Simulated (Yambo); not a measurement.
# LiF (Griceite) (Fm-3m) in Yambo: further runs, part 2 of 2

Yambo 5.3.0. Earlier steps stand in the parts before.

## Step 5: Optical spectrum, PBEsol

File optics6.in:

```
optics
chi
Chimod= "HARTREE"
% BndsRnXd
 1 | 20 |
%
NGsBlkXd= 6 Ry
% LongDrXd
 1 | 0 | 0 |
%
% QpntsRXd
 1 | 1 |
%
% EnRngeXd
 0 | 15 | eV
%
% DmRngeXd
 0.1 | 0.1 | eV
%
ETStpsXd= 300
```

File scf.in:

```
&CONTROL
  calculation = 'scf'
  prefix = 'pwscf'
  outdir = './tmp'
  pseudo_dir = './pseudo'
/
&SYSTEM
  ibrav = 0
  A = 2.84822611
  nat = 2
  ntyp = 2
  ecutwfc = 84
  nbnd = 10
  occupations = 'smearing'
  smearing = 'fd'
  degauss = 0.00367493
  force_symmorphic = .true.
/
&ELECTRONS
  conv_thr = 4d-10
  electron_maxstep = 120
  mixing_beta = 0.5
/
ATOMIC_SPECIES
F     18.9984 F.upf
Li     6.9400 Li.upf
CELL_PARAMETERS alat
   0.0000000000    0.7071067823    0.7071067823
   0.7071067823    0.0000000000    0.7071067823
   0.7071067823    0.7071067823    0.0000000000
ATOMIC_POSITIONS alat
F      0.7071067823    0.7071067823    0.7071067823
Li     0.0000000000    0.0000000000    0.0000000000
K_POINTS automatic
18 18 18 0 0 0
```

File nscf.in:

```
&CONTROL
  calculation = 'nscf'
  prefix = 'pwscf'
  outdir = './tmp'
  pseudo_dir = './pseudo'
/
&SYSTEM
  ibrav = 0
  A = 2.84822611
  nat = 2
  ntyp = 2
  ecutwfc = 84
  nbnd = 30
  occupations = 'fixed'
  force_symmorphic = .true.
/
&ELECTRONS
  conv_thr = 1d-08
  diago_full_acc = .true.
  diago_thr_init = 1d-06
/
ATOMIC_SPECIES
F     18.9984 F.upf
Li     6.9400 Li.upf
CELL_PARAMETERS alat
   0.0000000000    0.7071067823    0.7071067823
   0.7071067823    0.0000000000    0.7071067823
   0.7071067823    0.7071067823    0.0000000000
ATOMIC_POSITIONS alat
F      0.7071067823    0.7071067823    0.7071067823
Li     0.0000000000    0.0000000000    0.0000000000
K_POINTS automatic
18 18 18 0 0 0
```

Potentials or basis: PseudoDojo 0.4.1 SR PBEsol standard.

Launch:

```bash
$ OMP_NUM_THREADS=1 pw.x -in scf.in > scf.out
$ OMP_NUM_THREADS=1 pw.x -in nscf.in > nscf.out
$ cd tmp/pwscf.save; p2y; mv SAVE ../..; cd ../..
$ OMP_NUM_THREADS=1 yambo
$ OMP_NUM_THREADS=1 yambo -F optics6.in -J optics6 -C optics6_out
```

Yambo's report:

```text
[... sections 02.01 to 02.04 as in the set-up run ...]

  [02.05] Energies & Occupations
  ==============================

  [X] === General ===
  [X] Electronic Temperature                        :  0.000000  0.000000 [eV K]
  [X] Bosonic    Temperature                        :  0.000000  0.000000 [eV K]
  [X] Finite Temperature mode                       : no
  [X] El. density                                   :  0.61206E+24 [cm-3]
  [X] Fermi Level                                   :  0.818241 [eV]

  [X] === Gaps and Widths ===
  [X] Conduction Band Min                           :  8.941715 [eV]
  [X] Valence Band Max                              :  0.000000 [eV]
  [X] Filled Bands                                  :   5
  [X] Empty Bands                                   :   6  30
  [X] Direct Gap                                    :  8.942786 [eV]
  [X] Direct Gap localized at k                     :  1
  [X] Indirect Gap                                  :  8.941715 [eV]
  [X] Indirect Gap between kpts                     :  27   1
  [X] Last valence band width                       :  1.006976 [eV]
  [X] 1st conduction band width                     :  5.861686 [eV]

 [03] Transferred momenta grid and indexing
 ==========================================

 IBZ Q-points                                      :  195
 BZ  Q-points                                      :   5832

 K/Q-points units:
 rlu = crystal or reduced units; cc = cartesian coordinates; iku = interal k-units

 Q [  1]        [rlu]:  0.000000  0.000000  0.000000
 Q [  2]        [rlu]: -0.37495E-17 -0.37495E-17  0.55556E-01
 Q [  3]        [rlu]:  0.13318E-16 -0.56002E-18  0.11111
 Q [  4]        [rlu]:  0.96337E-18  0.96337E-18  0.16667
 Q [  5]        [rlu]: -0.14998E-16 -0.14998E-16  0.22222
 Q [  6]        [rlu]:  0.43504E-16  0.43504E-16  0.27778
[... 42 lines left out ...]
 Q [ 49]        [rlu]:  0.19267E-17  0.16667      0.50000
 Q [ 50]        [rlu]: -0.12601E-16  0.16667     -0.44444

 Remaining 145 points informations can be written running with -fatlog

 [WARNING] [Xd] User bands 1-20 break level degeneracy

 [04] Dipoles
 ============

  [04.01] Setup: observables and procedures
  =========================================

  [WF-Oscillators/G space/Transverse up loader] Normalization (few states)  min/max  :  0.28996E-16   1.0000

  [WR./optics6//ndb.dipoles]------------------------------------------------------
   Brillouin Zone Q/K grids (IBZ/BZ)                :    195   5832    195   5832
   RL vectors                                       :  1989 [WF]
   Fragmentation                                    : yes
   Electronic Temperature                           :  0.000000 [K]
   Bosonic    Temperature                           :  0.000000 [K]
   DIP band range                                   :   1  20
   DIP band range limits                            :   5   6
   DIP e/h energy range                             : -1.000000 -1.000000 [eV]
   RL vectors in the sum                            :  1989
   [r,Vnl] included                                 : yes
   Bands ordered                                    : yes
   Direct v evaluation                              : no
   Approach used                                    : G-space v
   Dipoles computed                                 : R V P [G-space]
   Wavefunctions                                    : Perdew, Burke & Ernzerhof SOL(X)+Perdew, Burke & Ernzerhof SOL(C)

  [WARNING] [r,Vnl^pseudo] included in position and velocity dipoles.

  [WARNING] In case H contains other non local terms, these are neglected

 [05] Optics
 ===========

 [X-CG] R(p) Tot o/o(of R):    13211   437400      100
```

Wall time 68 s (1 thread of Arm Neoverse V2, shared host); peak memory 0.66 GiB.

What came out:

* Band gap on the k mesh, mean-field level: 8.94 eV, direct
* Absorption peak: 11.24 eV
* Electronic dielectric constant along the field: 1.99
* Electronic dielectric constant along the field, independent particles: 2.07

Dielectric function (along the field direction of the input):
```tsv
energy (eV)	real part	imaginary part
0.25	1.99	0.01
1.00	1.99	0.01
1.76	2.00	0.01
2.56	2.02	0.01
3.31	2.04	0.01
4.11	2.07	0.01
4.87	2.11	0.01
5.67	2.17	0.01
6.42	2.24	0.01
7.22	2.34	0.02
7.98	2.50	0.03
8.78	2.83	0.08
9.53	3.13	0.54
10.33	3.27	1.07
11.09	2.85	2.33
11.89	1.40	1.96
12.64	1.10	1.82
13.44	1.05	1.26
14.20	1.04	0.93
15.00	1.31	0.52
```

Caveat: these spectra lack excitons. A k mesh can miss the band edges.

## Step 6: Optical spectrum, PBEsol

File optics7.in:

```
optics
chi
Chimod= "HARTREE"
% BndsRnXd
 1 | 10 |
%
NGsBlkXd= 1 Ry
% LongDrXd
 0 | 0 | 1 |
%
% QpntsRXd
 1 | 1 |
%
% EnRngeXd
 0 | 10 | eV
%
% DmRngeXd
 0.1 | 0.1 | eV
%
ETStpsXd= 200
```

scf.in is that of step 5.

nscf.in is that of step 5.

Potentials or basis: PseudoDojo 0.4.1 SR PBEsol standard.

Launch:

```bash
$ OMP_NUM_THREADS=1 pw.x -in scf.in > scf.out
$ OMP_NUM_THREADS=1 pw.x -in nscf.in > nscf.out
$ cd tmp/pwscf.save; p2y; mv SAVE ../..; cd ../..
$ OMP_NUM_THREADS=1 yambo
$ OMP_NUM_THREADS=1 yambo -F optics7.in -J optics7 -C optics7_out
```

Yambo's report:

```text
[... sections 02.01 to 02.04 as in the set-up run ...]

  [02.05] Energies & Occupations
  ==============================

  [X] === General ===
  [X] Electronic Temperature                        :  0.000000  0.000000 [eV K]
  [X] Bosonic    Temperature                        :  0.000000  0.000000 [eV K]
  [X] Finite Temperature mode                       : no
  [X] El. density                                   :  0.61206E+24 [cm-3]
  [X] Fermi Level                                   :  0.818241 [eV]

  [X] === Gaps and Widths ===
  [X] Conduction Band Min                           :  8.941715 [eV]
  [X] Valence Band Max                              :  0.000000 [eV]
  [X] Filled Bands                                  :   5
  [X] Empty Bands                                   :   6  30
  [X] Direct Gap                                    :  8.942786 [eV]
  [X] Direct Gap localized at k                     :  1
  [X] Indirect Gap                                  :  8.941715 [eV]
  [X] Indirect Gap between kpts                     :  27   1
  [X] Last valence band width                       :  1.006976 [eV]
  [X] 1st conduction band width                     :  5.861686 [eV]

 [03] Transferred momenta grid and indexing
 ==========================================

 IBZ Q-points                                      :  195
 BZ  Q-points                                      :   5832

 K/Q-points units:
 rlu = crystal or reduced units; cc = cartesian coordinates; iku = interal k-units

 Q [  1]        [rlu]:  0.000000  0.000000  0.000000
 Q [  2]        [rlu]: -0.37495E-17 -0.37495E-17  0.55556E-01
 Q [  3]        [rlu]:  0.13318E-16 -0.56002E-18  0.11111
 Q [  4]        [rlu]:  0.96337E-18  0.96337E-18  0.16667
 Q [  5]        [rlu]: -0.14998E-16 -0.14998E-16  0.22222
 Q [  6]        [rlu]:  0.43504E-16  0.43504E-16  0.27778
[... 42 lines left out ...]
 Q [ 49]        [rlu]:  0.19267E-17  0.16667      0.50000
 Q [ 50]        [rlu]: -0.12601E-16  0.16667     -0.44444

 Remaining 145 points informations can be written running with -fatlog

 [WARNING] [Xd] User bands 1-10 break level degeneracy

 [04] Dipoles
 ============

  [04.01] Setup: observables and procedures
  =========================================

  [WF-Oscillators/G space/Transverse up loader] Normalization (few states)  min/max  :  0.10093E-15   1.0000

  [WR./optics7//ndb.dipoles]------------------------------------------------------
   Brillouin Zone Q/K grids (IBZ/BZ)                :    195   5832    195   5832
   RL vectors                                       :  1989 [WF]
   Fragmentation                                    : yes
   Electronic Temperature                           :  0.000000 [K]
   Bosonic    Temperature                           :  0.000000 [K]
   DIP band range                                   :   1  10
   DIP band range limits                            :   5   6
   DIP e/h energy range                             : -1.000000 -1.000000 [eV]
   RL vectors in the sum                            :  1989
   [r,Vnl] included                                 : yes
   Bands ordered                                    : yes
   Direct v evaluation                              : no
   Approach used                                    : G-space v
   Dipoles computed                                 : R V P [G-space]
   Wavefunctions                                    : Perdew, Burke & Ernzerhof SOL(X)+Perdew, Burke & Ernzerhof SOL(C)

  [WARNING] [r,Vnl^pseudo] included in position and velocity dipoles.

  [WARNING] In case H contains other non local terms, these are neglected

 [05] Optics
 ===========

 [X-CG] R(p) Tot o/o(of R):    4496  145800     100
```

o-optics7.eps_q1_inv_rpa_dyson:

```text
# Absorption @ Q(1):   0.00000000      0.00000000      1.00000000    [q->0 direction]
#
# [ X ] Hartree size                              :   9
# [GEN] GF Energies                               : Perdew, Burke & Ernzerhof SOL(X)+Perdew, Burke & Ernzerhof SOL(C)
# [GEN] Green`s Function                          : T-ordered
#
# [GEN] Gauge                                     : Length
# [GEN] [r,Vnl] included                          : yes
#
#    E[1] [eV]          Im(eps)            Re(eps)            Im(eps_o)          Re(eps_o)
#
        0.000000           0.006171           1.933418           0.006455           1.959446
        0.050251           0.006171           1.933430           0.006455           1.959458
        0.100503           0.006172           1.933464           0.006456           1.959494
        0.150754           0.006173           1.933522           0.006457           1.959554
        0.201005           0.006175           1.933602           0.006459           1.959637
        0.251256           0.006178           1.933706           0.006462           1.959745
[... 192 lines left out ...]
        9.949749           0.963457           3.205051           0.963580           3.267861
        10.00000           0.978801           3.154107           0.978819           3.218445
#
```

Run time: 55 s. Hardware: 1 thread of Arm Neoverse V2, shared host; peak memory 0.45 GiB.

Results:

```
Band gap on the k mesh, mean-field level                              : 8.94 eV, direct
Absorption peak                                                       : 10.00 eV
Electronic dielectric constant along the field                        : 1.93
Electronic dielectric constant along the field, independent particles : 1.96
```

Dielectric function (along the field direction of the input):
```
energy (eV)  real part  imaginary part
       0.25       1.93            0.01
       0.45       1.93            0.01
       0.70       1.94            0.01
       0.95       1.94            0.01
       1.21       1.94            0.01
       1.46       1.94            0.01
       1.71       1.95            0.01
       1.96       1.95            0.01
       2.21       1.96            0.01
       2.46       1.96            0.01
       2.71       1.97            0.01
       2.96       1.98            0.01
       3.22       1.98            0.01
       3.47       1.99            0.01
       3.72       2.00            0.01
       3.97       2.01            0.01
       4.22       2.03            0.01
       4.47       2.04            0.01
       4.72       2.05            0.01
       4.97       2.07            0.01
       5.23       2.09            0.01
       5.48       2.11            0.01
       5.73       2.13            0.01
       5.98       2.15            0.01
       6.23       2.18            0.01
       6.48       2.20            0.01
       6.73       2.24            0.02
       6.98       2.27            0.02
       7.24       2.31            0.02
       7.49       2.36            0.02
       7.74       2.42            0.03
       7.99       2.48            0.03
       8.24       2.57            0.04
       8.49       2.67            0.05
       8.74       2.82            0.08
       8.99       3.05            0.23
       9.25       3.12            0.45
       9.50       3.17            0.60
       9.75       3.05            0.75
      10.00       3.15            0.98
```

Caveat: these spectra lack excitons.

## Step 7: The runs side by side

| direction of the field or of q to 0 | broadening | kernel | top of the energy range | energy points | other keys | gap on the mesh (eV) |
| --- | --- | --- | --- | --- | --- | --- |
| x + y | 0.05 eV | adiabatic LDA | 10 eV | 300 | - | 8.94 |
| y | 0.3 eV | Hartree (RPA with local fields) | 15 eV | 200 | - | 8.94 |
| x + y | 0.2 eV | long-range correction | 30 eV | 200 | several, not listed | 8.94 |
| x | 0.1 eV | Hartree (RPA with local fields) | 15 eV | 300 | several, not listed | 8.94 |
| z | 0.1 eV | Hartree (RPA with local fields) | 10 eV | 200 | several, not listed | 8.94 |

Alike in all rows: task optical spectrum; level PBEsol; potentials or basis PseudoDojo 0.4.1 SR PBEsol standard; no spin polarisation; cell as given; k mesh 18 × 18 × 18; cutoff (eV) 1143; smearing fixed.

Caveats: these spectra lack excitons (some runs); the LDA kernel is used on GGA states, which is inconsistent by a few percent (some runs); the long-range kernel's strength is typed, not fitted to the crystal's screening (some runs); independent-particle spectra lack excitons (some runs).

Absolute energies hang on the potentials; compare differences alone.
